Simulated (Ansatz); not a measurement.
Crystal: CdS (Hawleyite).

```
Cd S
1.0
     0.00000    2.91650    2.91650
     2.91650    0.00000    2.91650
     2.91650    2.91650    0.00000
Cd S
1 1
Direct
  0.00000 0.00000 0.00000
  0.75000 0.75000 0.75000
```

Base run:

| Quantity | Value |
| --- | --- |
| Program | Ansatz 0.2.0 |
| Functional | LDA |
| Potentials or basis | Ansatz PAW |
| Cutoff | 420 eV (not typed: the program's choice for these potentials) |
| k mesh | 8 × 8 × 8 |
| Occupations | fermi-dirac, width 0.05 eV |
| Spin | no spin polarisation |

Its results: band gap on the k mesh 0.86 eV, direct; pressure -2.5 GPa.

The run is repeated on the same cell with these changes: functional from LDA to PBE. What comes out?

Band gap on the k mesh 1.15 eV, direct; pressure 2.8 GPa.

PBE binds less tightly than LDA, so the same cell stands under more pressure.

Caveats: the PAW data sets come from PBE, with cores solved anew for the run's functional, which leaves a small shift of forces and pressure (some runs).
